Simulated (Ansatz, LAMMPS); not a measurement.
# Site preference of a vacancy of Al in amorphous Al2O3 (155 atoms), part 3 of 3

Aim: make a vacancy of Al at several sites of amorphous Al2O3 (155 atoms), relax each, and compare their energies.

Ansatz 0.2.0; Kohn-Sham DFT, RPBE, PAW (set soft_2), plane waves.

The cell: 62 Al and 93 O. The quench rate of 20 K/ps is many orders above laboratory rates. The network of bonds at the start is that of the classical potential that made the cell. The Brillouin zone is sampled at Γ only, in a cell whose shortest periodic width is 12 Å.

So far. Step 6 (Vacancy of Al, site Al51): The relaxation converged after 20 steps, 2.86 eV below its start, with a largest force component of 0.023 eV/Å.

### Step 7. Vacancy of Al, site Al39

The site has 4 bonded neighbours (O4) at 1.81 Å on average. 

Input file input.yaml:

```yaml
crystal:
  lattice:
    - [12.051, 0.0, 0.0]
    - [0.0, 12.051, 0.0]
    - [0.0, 0.0, 12.051]
  atoms:
    [... atom lines 1 to 35 left out ...]
    - { symbol: Al, position: [0.27241, 0.24468, 0.54965] }
    - { symbol: Al, position: [0.79671, 0.15224, 0.4425] }
    - { symbol: Al, position: [0.844, 0.49309, 0.3478] }
    - { symbol: Al, position: [0.75146, 0.38523, 0.13751] }
    - { symbol: Al, position: [0.51071, 0.8296, 0.37092] }
    - { symbol: Al, position: [0.98807, 0.95548, 0.39305] }
    - { symbol: Al, position: [0.38219, 0.15603, 0.16439] }
    [... atom lines 43 to 154 left out ...]
magnetization:
  spin_polarized: true
kpoints:
  mp_grid: { grid: [1, 1, 1] }
hamiltonian:
  xc: rpbe
scf:
  occupations: { method: fermi_dirac, width: 0.025 }
  lower_state_search: "off"
output:
  forces: true
  eigenvalues: true
relax:
  f_tol: 0.05
  max_steps: 90
```

Command:

```
$ ansatz run input.yaml --threads 4 --pin off --max-ram 8192MiB --backend cpu --events-out ev --progress --plain --runs-dir out
```

Numbers of over 12 decimals in the logs are rounded to 6 here.

Log:

```text
[...]
Crystal: 154 atoms, lattice volume = 1750.126 Å³
Basis set: ecut = 420 eV, 34265 PW (Γ), exchange–correlation on 162×162×162 points (8 copies of the dense FFT grid, shifted against one another)
Bands: 526, of which v1, the nominal top of the filled ones, is band 371 counted from 1 (370 counted from 0)
Symmetry: 1 space group operations
[...]
k-points: 1
[...]
Starting moments: Σ|m| = 2.4 μB on 4 of 154 sites
[...]
SCF iter   1: F=—  HF=-86172.092751 eV  |F-HF|=—  |Δ(HF+E_count)|=         —  Δρ=6.62e-2 (↑6.36e-2 ↓6.62e-2)  dr2=3.20e2  dr2_m=1.17e0  M=1.000 μB ∫|m|=1.394 μB  β_m=0.30  ethr=3.10e-3  ⟨swp⟩=6.0  Hψ=4497  notcnv=0  defer=100
[...]
SCF iter   3: F=—  HF=-86100.342358 eV  |F-HF|=—  |Δ(HF+E_count)|=    1.21e1  Δρ=2.76e-2 (↑2.33e-2 ↓2.76e-2)  dr2=4.67e1  dr2_m=7.10e-1  M=1.004 μB ∫|m|=1.306 μB  β_m=0.30  ethr=3.10e-3  ⟨swp⟩=3.0  Hψ=1970  notcnv=0  defer=294
[...]
SCF iter  15: F=—  HF=-86095.402121 eV  |F-HF|=—  |Δ(HF+E_count)|=   7.82e-2  Δρ=4.62e-3 (↑2.26e-3 ↓4.62e-3)  dr2=3.31e-1  dr2_m=1.43e-1  M=2.974 μB ∫|m|=3.126 μB  β_m=0.30  ethr=1.26e-4  ⟨swp⟩=2.0  Hψ=1348  notcnv=0  defer=294
[...]
SCF iter  17: F=—  HF=-86095.424233 eV  |F-HF|=—  |Δ(HF+E_count)|=   7.28e-2  Δρ=4.37e-3 (↑1.91e-3 ↓4.37e-3)  dr2=3.34e-1  dr2_m=1.23e-1  M=2.986 μB ∫|m|=3.144 μB  β_m=0.04  ethr=4.47e-5  ⟨swp⟩=2.5  Hψ=1574  notcnv=0  defer=294
[...]
SCF iter  30: F=—  HF=-86095.496866 eV  |F-HF|=—  |Δ(HF+E_count)|=   5.55e-6  Δρ=4.99e-5 (↑9.74e-6 ↓4.99e-5)  dr2=6.81e-5  dr2_m=1.05e-5  M=2.960 μB ∫|m|=3.163 μB  β_m=0.35  ethr=7.82e-9  ⟨swp⟩=2.0  Hψ=1361  notcnv=0
SCF iter  31: F=-86095.496856 eV  HF=-86095.496868 eV  |F-HF|=1.24e-5  |Δ(HF+E_count)|=   1.99e-6  Δρ=2.69e-5 (↑7.82e-6 ↓2.69e-5)  dr2=1.91e-5  dr2_m=3.31e-6  M=2.961 μB ∫|m|=3.163 μB  ethr=7.82e-9  ⟨swp⟩=2.0  Hψ=2564  notcnv=0
SCF 1 converged in 31 iterations: F = -86095.496856 eV  dr2 = 1.91e-5
[...]
relax step   1: F+E_penalty+E_count = -86095.49685565 eV  Δ(F+E_penalty+E_count) = +0.000e0 eV  max|allowed force component| = 2.191e0 eV/Å  Δτ_max = 0.0000 Å  (31 SCF iters, dr2 threshold 6.25e-5 eV, accepted)
[... from here on, the SCF cycles and remarks between the steps are left out ...]
relax step   2: F+E_penalty+E_count = -86096.11945600 eV  Δ(F+E_penalty+E_count) = -6.226e-1 eV  max|allowed force component| = 1.894e0 eV/Å  Δτ_max = 0.1502 Å  (16 SCF iters, dr2 threshold 1.00e-4 eV, accepted)
relax step   3: F+E_penalty+E_count = -86096.76757381 eV  Δ(F+E_penalty+E_count) = -6.481e-1 eV  max|allowed force component| = 9.863e-1 eV/Å  Δτ_max = 0.1963 Å  (19 SCF iters, dr2 threshold 1.00e-4 eV, accepted)
relax step   4: F+E_penalty+E_count = -86096.93341419 eV  Δ(F+E_penalty+E_count) = -1.658e-1 eV  max|allowed force component| = 5.641e-1 eV/Å  Δτ_max = 0.0793 Å  (14 SCF iters, dr2 threshold 1.00e-4 eV, accepted)
relax step   5: F+E_penalty+E_count = -86097.04348194 eV  Δ(F+E_penalty+E_count) = -1.101e-1 eV  max|allowed force component| = 3.922e-1 eV/Å  Δτ_max = 0.1670 Å  (20 SCF iters, dr2 threshold 8.63e-5 eV, accepted)
relax step   6: F+E_penalty+E_count = -86097.03079953 eV  Δ(F+E_penalty+E_count) = +1.268e-2 eV  max|allowed force component| = 6.544e-1 eV/Å  Δτ_max = 0.2000 Å  (19 SCF iters, dr2 threshold 5.03e-5 eV, rejected (line search))
relax step   7: F+E_penalty+E_count = -86097.12529622 eV  Δ(F+E_penalty+E_count) = -8.181e-2 eV  max|allowed force component| = 2.079e-1 eV/Å  Δτ_max = 0.1000 Å  (24 SCF iters, accepted)
relax step   8: F+E_penalty+E_count = -86097.14116647 eV  Δ(F+E_penalty+E_count) = -1.587e-2 eV  max|allowed force component| = 2.625e-1 eV/Å  Δτ_max = 0.0829 Å  (18 SCF iters, dr2 threshold 1.21e-5 eV, accepted)
relax step   9: F+E_penalty+E_count = -86097.03743045 eV  Δ(F+E_penalty+E_count) = +1.037e-1 eV  max|allowed force component| = 3.609e-1 eV/Å  Δτ_max = 0.1500 Å  (19 SCF iters, dr2 threshold 1.94e-5 eV, rejected (line search))
relax step  10: F+E_penalty+E_count = -86097.16835102 eV  Δ(F+E_penalty+E_count) = -2.718e-2 eV  max|allowed force component| = 1.521e-1 eV/Å  Δτ_max = 0.0734 Å  (33 SCF iters, accepted)
relax step  11: F+E_penalty+E_count = -86097.15245255 eV  Δ(F+E_penalty+E_count) = +1.590e-2 eV  max|allowed force component| = 1.740e-1 eV/Å  Δτ_max = 0.0750 Å  (18 SCF iters, dr2 threshold 7.78e-6 eV, rejected (line search))
relax step  12: F+E_penalty+E_count = -86097.17640266 eV  Δ(F+E_penalty+E_count) = -8.052e-3 eV  max|allowed force component| = 8.580e-2 eV/Å  Δτ_max = 0.0312 Å  (29 SCF iters, accepted)
relax step  13: F+E_penalty+E_count = -86097.16609336 eV  Δ(F+E_penalty+E_count) = +1.031e-2 eV  max|allowed force component| = 1.054e-1 eV/Å  Δτ_max = 0.0375 Å  (30 SCF iters, rejected (line search))
relax step  14: F+E_penalty+E_count = -86097.17814158 eV  Δ(F+E_penalty+E_count) = -1.739e-3 eV  max|allowed force component| = 3.936e-2 eV/Å  Δτ_max = 0.0099 Å  (27 SCF iters, accepted)
SCF converged after 27 iterations
Magnetization: 2.9694 μB (371.9847 up, 369.0153 down)
Absolute magnetization: 3.1883 μB (∫|ρ↑−ρ↓|, with the PAW one-centre terms)
[...]
Per-site moments (μB) at R_I (Å): [(2.748348157052281e-5, 0.742285), (-0.000173842, 0.734671), (-0.000399404, 0.710010), (-8.024922124331064e-5, 0.764299), (-4.554891335415238e-5, [...]
Free energy (F): -86097.178142 eV
[...]
Internal energy: -86097.120124 eV  (E = F + TS)
E sigma→0 (E₀):  -86097.149133 eV
Entropy (-TS):   -0.058018 eV (-0.377 meV/atom)
Fermi energy:    4.763542 eV
[...]
Σ components = -86097.178142   (vs F -86097.178142, Δ=0.00e0)
--- Forces (eV/Å), atoms counted from 1 ---
  atom   1  Al    -0.00443823     0.00220286    -0.00349092
  atom   2  Al    -0.00566230    -0.00201998    -0.00214485
  atom   3  Al     0.00456157    -0.00582927     0.00264791
  atom   4  Al     0.00626725    -0.00409563     0.00040378
[...]
atom 154  O     -0.00141592     0.00603202     0.00257927
  max |Σ_I F_I| component: 2.99e-4 eV/Å
--- Band table (eV) ---
[...]
--- Relaxed structure (14 steps of the walk, 10 accepted, 0 SCFs on fresh bases) ---
  F+E_penalty+E_count = -86097.17814158 eV   max|allowed force component| = 3.936e-2 eV/Å
  atoms:
    - { symbol: Al, position: [0.358833, 0.755195, 0.575307] }
    - { symbol: Al, position: [0.808672, 0.845765, 0.518636] }
    - { symbol: Al, position: [0.444801, 0.147974, 0.715828] }
    - { symbol: Al, position: [0.798832, 0.294916, 0.622814] }
[...]
- { symbol: O, position: [0.527822, 0.035419, 0.663776] }
```

The job ended after 26 min (4 threads of Arm Neoverse V1, shared host; peak memory 4.4 GiB).

The relaxation converged after 14 steps, 1.68 eV below its start, with a largest force component of 0.039 eV/Å.

The surroundings of the place of the removed atom, after relaxation: 10 atoms, nearest first, with positions taken from that point. Atoms keep their numbers of the cell before the removal, where the removed atom was number 39.

| atom | x | y | z | distance (Å) | bonds | moment (μB) |
| --- | --- | --- | --- | --- | --- | --- |
| O108 | 1.32 | -0.12 | 1.26 | 1.83 | 1 | 0.89 |
| O121 | -1.06 | -0.65 | 1.35 | 1.84 | 2 | 0.21 |
| O82 | -0.09 | -1.86 | -0.97 | 2.10 | 3 | 0.03 |
| O103 | -0.28 | 1.63 | -1.39 | 2.16 | 2 | 0.16 |
| Al58 | -0.71 | -2.22 | 0.66 | 2.42 | 4 | 0.00 |
| Al6 | -1.61 | 0.13 | 2.77 | 3.21 | 4 | 0.00 |
| Al55 | -1.10 | 3.02 | -0.70 | 3.29 | 5 | 0.00 |
| O86 | 0.92 | -3.06 | 0.90 | 3.32 | 3 | 0.04 |
| Al46 | 1.32 | 0.08 | 3.05 | 3.33 | 4 | 0.00 |
| Al30 | -0.23 | 1.25 | -3.10 | 3.35 | 4 | 0.00 |

The column of bonds counts only the pairs O-Al within 2.27 Å; other neighbours, such as metal atoms beside each other in a compound, aren't counted, and periodic images can show an atom twice.

The largest move is 0.42 Å, by O63.

### Step 8. Vacancy of Al, site Al12

The site has 4 bonded neighbours (O4) at 1.79 Å on average. 

Input and log are left out; they have the form of those shown for this kind of step.

The job ended after 19 min (4 threads of Arm Neoverse V1, shared host; peak memory 4.4 GiB).

The relaxation was stopped at its limit after 11 steps, 1.14 eV below its start, with a largest force component of 0.23 eV/Å.

### Step 9. The sites compared

All these cells hold the same atoms, so their energies can be compared with no chemical potential.

| site | neighbours | mean distance (Å) | atoms within 6 Å | energy over the best site (eV) | before relaxation (eV) | gain on relaxing (eV) | moment (μB) |
| --- | --- | --- | --- | --- | --- | --- | --- |
| Al11 | O4 | 1.79 | 77 | 0.00 | 0.00 | 2.33 | 3.0 |
| Al51 | O6 | 1.97 | 76 | 0.70 | 1.24 | 2.86 | 3.0 |
| Al39 | O4 | 1.81 | 81 | 0.85 | 0.21 | 1.68 | 3.0 |
| Al12 * | O4 | 1.79 | 74 | 1.77 | 0.59 | 1.14 | - |

* The relaxation didn't finish, so this cell's energy would fall further, and differences against it can move either way. Neighbours are those of the relaxed host within 2.27 Å (O-Al); other pairs aren't counted.

### Step 10. Outcome

The cheapest site is Al11 (4 neighbours, O4); the dearest, Al12 (4 neighbours, O4, relaxation unfinished), costs 1.8 eV more. By coordination the energies over the best site are 0.00 to 1.77 eV with 4 neighbours and 0.70 eV with 6 neighbours. Relaxation gains 1.1 to 2.9 eV and leaves the best site the same.

Caveats: Defects are neutral and interact with their images. The reference ran with fixed occupations, but 4 of the 4 defect cells with fermi-dirac smearing of 0.025 eV, spin polarised. In a disordered cell the relaxation can also rearrange atoms far from the site. In the spin-polarised runs the search for a state of lower energy was switched off. Only 4 of the 62 Al sites were tried; unless symmetry makes the others alike to these, a cheaper one may exist. A local or semilocal functional tends to spread out the unpaired spin of such defects. The pressure of 2.7 GPa means that a free cell would grow at this level.

The DFT runs together took 1.9 h of wall time.

[Logs are printed without paths, hosts, clocks, repeated set-up lines and the standing remarks that a program may print on its own settings, such as how far it seeks lower states.]

[Hosts, paths, dates, database ids (printed as entryN), source tags and the programs' standing remarks are cut or masked in the printed files.]
